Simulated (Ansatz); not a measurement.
Runs of Ansatz 0.2.0 on Cu. It takes space group I4/mmm (No. 139, tetragonal). The conventional cell has a = 2.886 Å, b = 2.886 Å, c = 2.752 Å, α = 90.00°, β = 90.00°, γ = 90.00°. Cu (site symmetry 4/mmm) has 10 Cu at 2.46 to 2.75 Å as nearest neighbours. This isn't the form of Cu at room conditions, which is fcc.

```csv
task,level,cell,cutoff (eV),points for each segment of the path,gap on the mesh (eV),pressure (GPa),relaxed volume (Å³/atom)
band structure,r2SCAN,as given,500,14,none,0.3,-
relaxation of cell and atoms,revPBE,relaxed,420,-,none,0.0,(b)
band structure,BLYP,as given,420,14,none,16.0,-
relaxation of cell and atoms,PBEsol,relaxed,420,-,none,0.0,(a)
relaxation of cell and atoms,BLYP,relaxed,420,-,none,0.0,(c)
relaxation of cell and atoms,LDA,relaxed,420,-,none,0.0,10.93
band structure,revPBE,as given,420,14,none,11.0,-
relaxation of cell and atoms,RPBE,relaxed,420,-,none,0.0,12.46
```

Alike in all rows: potentials or basis Ansatz PAW; no spin polarisation; k mesh 13 × 13 × 13; smearing fermi-dirac 0.05 eV.

Q: Estimate the missing entries.

A: (a) 11.36; (b) 12.34; (c) 12.79.

Caveats: the PAW data sets come from PBE, with cores solved anew for the run's functional, which leaves a small shift of forces and pressure; the plane-wave basis is chosen anew once the cell has moved, so the energies of steps on either side of that aren't comparable (some runs); so large a pressure means that the cell lies far from this level's equilibrium, or that cutoff or potentials fall short (some runs).

A gap of «none» marks a metal or a gap under the smearing width.

Runs at the PBE level aren't shown here.
